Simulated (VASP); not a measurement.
Runs of VASP 6.6.1 on MnS. The structure is tetragonal, space group P4_2/mmc (No. 131). The conventional cell has a = 4.306 Å, b = 4.306 Å, c = 5.361 Å, α = 90.00°, β = 90.00°, γ = 90.00°. Mn (site symmetry mmm) has 4 S at 2.54 Å as nearest neighbours. Around S (site symmetry -4m2) lie 4 Mn at 2.54 Å and 2 S at 2.68 Å. Measurements of this composition are mostly on another form, of space group No. 225.

```tsv
level	spin	U	fixed moment (μB)	gap on the mesh (eV)	pressure (GPa)	moment (μB)
r2SCAN	off	-	-	none	-18.0	-
r2SCAN	collinear, antiferromagnetic start	-	-	none	-2.8	0.00
r2SCAN+U	collinear, zero start	Mn d U = 3 eV	-	none	(b)	0.00
r2SCAN+U	collinear, antiferromagnetic start	Mn d U = 3 eV	-	none	1.0	0.00
r2SCAN+U	collinear, random start	Mn d U = 3 eV	-	none	1.0	0.08
r2SCAN+U	collinear, ferromagnetic start	Mn d U = 3 eV	0	-	(c)	0.00
r2SCAN	collinear, random start	-	-	none	-3.4	8.70
r2SCAN	collinear, ferromagnetic start	-	-	none	-3.4	8.70
r2SCAN	collinear, zero start	-	-	none	-17.9	0.00
r2SCAN	collinear, ferromagnetic start	-	4	-	(a)	4.00
r2SCAN+U	collinear, ferromagnetic start	Mn d U = 3 eV	-	none	-0.1	9.24
```

Alike in all rows: task single point; potentials or basis VASP PAW PBE potentials, release 64 (Mn_pv, S); cell as given; k mesh 5 × 5 × 4; cutoff (eV) 520; smearing gaussian 0.05 eV.

Fill in the values left out.

(a) -9.6; (b) -13.3; (c) -4.5.

Caveats: the PAW data sets were made with another functional, which shifts forces and pressure a little (some runs); semilocal functionals often make such compounds metallic where correlation or magnetic order opens a gap, which also shifts bond lengths (some runs); so large a pressure means that the cell lies far from this level's equilibrium, or that cutoff or potentials fall short (some runs); the potentials were made for another functional, which shifts forces and pressure (some runs); the moment is held away from its start (some runs); the total moment is fixed, so each spin has its own Fermi level (some runs).

A gap of «none» marks a metal or a gap under the smearing width.
